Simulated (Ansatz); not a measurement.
Stackings of close-packed layers of C (tetrahedral net, letters for double layers), each relaxed to a stress under 0.05 GPa; h and k mark layers whose two neighbours have the same or different letters; energies count from the stacking AB (P6_3/mmc).

Method: DFT PBEsol, scalar-relativistic, plane waves, PAW (Ansatz).

Settings: cutoff 420 eV, Γ-centred mesh 12×12×4 on the computed 6-atom cell, Gaussian smearing of 0.02 eV; no spin polarisation.

Start (ABC (kkk)):

```
C
1.0
     2.49881    0.00000    0.00000
    -1.24941    2.16404    0.00000
     0.00000    0.00000    6.24125
C
6
Direct
  0.00000 0.00000 0.00000
  0.00000 0.00000 0.25000
  0.33333 0.66667 0.33333
  0.33333 0.66667 0.58333
  0.66667 0.33333 0.66667
  0.66667 0.33333 0.91667
```

Problem. Relax it.

Solution. The free energy falls by 5 meV/atom.

| Quantity | Value |
| --- | --- |
| excess energy (meV/atom) | -23.8 |
| spacing of like layers (Å) | 2.052 |
| a (Å) | 2.513 |
| gap on the mesh (eV) | 4.11 |

Relaxed structure:
```xyz
6
Lattice="2.5129 0.0000 0.0000 -1.2565 2.1762 0.0000 0.0000 0.0000 6.1553" Properties=species:S:1:pos:R:3 pbc="T T T"
C     0.0000    0.0000    0.0000
C     0.0000    0.0000    1.5388
C     0.0000    1.4508    2.0518
C     0.0000    1.4508    3.5906
C     1.2565    0.7254    4.1036
C     1.2565    0.7254    5.6424
```

Time: 54 s on 1 thread of Intel(R) Xeon(R) Processor @ 2.50GHz (Skylake/Cascade Lake) (shared host), peak memory 0.35 GiB.